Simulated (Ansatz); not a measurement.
A crystal relaxed with r2SCAN+rVV10 in Ansatz 0.2.0 has space group Pmn2_1 (No. 31) and a = 3.303 Å, b = 5.758 Å, c = 4.001 Å.

| atom | site | x | y | z |
| --- | --- | --- | --- | --- |
| Sn | 2a | 0.0000 | 0.2294 | 0.5173 |
| Xx | 2a | 0.0000 | 0.8935 | 0.7327 |

r2SCAN gives an indirect gap of 1.70 eV, from Γ to S–Y (0.20 of the way from S); the least direct gap is 2.39 eV at S–Y (0.20 of the way from S). HSE06 gives an indirect gap of 2.08 eV, from Γ to S–Y (0.20 of the way from S); the least direct gap is 2.77 eV at S–Y (0.20 of the way from S). Meshes: r2SCAN 8×4×6, HSE06 6×4×4. r2SCAN's ε∞ is 7.4, 5.9 and 5.6 along x, y and z.

Q: Which element is Xx?
A. S
B. O
C. Se
D. Te

A: B. Xx is O: SnO (Pmn2_1) from a database structure. Around Sn lie 3 O at 2.12–2.13 Å; around O lie 3 Sn at 2.12–2.13 Å.

No spin polarisation and no zero-point or thermal motion.

Spin-orbit coupling is left out, which matters wherever the heavy atoms make up the band edges.

Where an edge lies off the special points, it is a point of the mesh or the k point where a search put PBE's edge or least direct gap, reused for the other functionals, whose own edges may lie a little apart.

The meshes of the hybrids are coarse, so their gaps aren't converged to the digits shown.
